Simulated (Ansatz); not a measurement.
# Zinc-blende ZnTe

Computed with LDA in Ansatz (PAW).

Settings: plane-wave cutoff 520 eV, 10×10×10 k mesh, perturbation theory, scalar-relativistic PAW data made under PBE.

Cell: relaxed at this level.

zone-centre TO phonon frequency: 189 cm⁻¹

Measured, for comparison: zone-centre TO phonon frequency 177 ± 2 cm⁻¹ (room temperature, no zero-point or thermal correction, neutron, our sources range from 175 to 177; as tabulated in Vagelatos et al., J. Chem. Phys. (1974)). Computed (rounded) less measured: zone-centre TO phonon frequency +7 % (+7 % to +8 % over the range).

Spin–orbit coupling is not included.

Cost on a shared machine: very roughly 5 core-minutes.

Ansatz is a first-principles code.
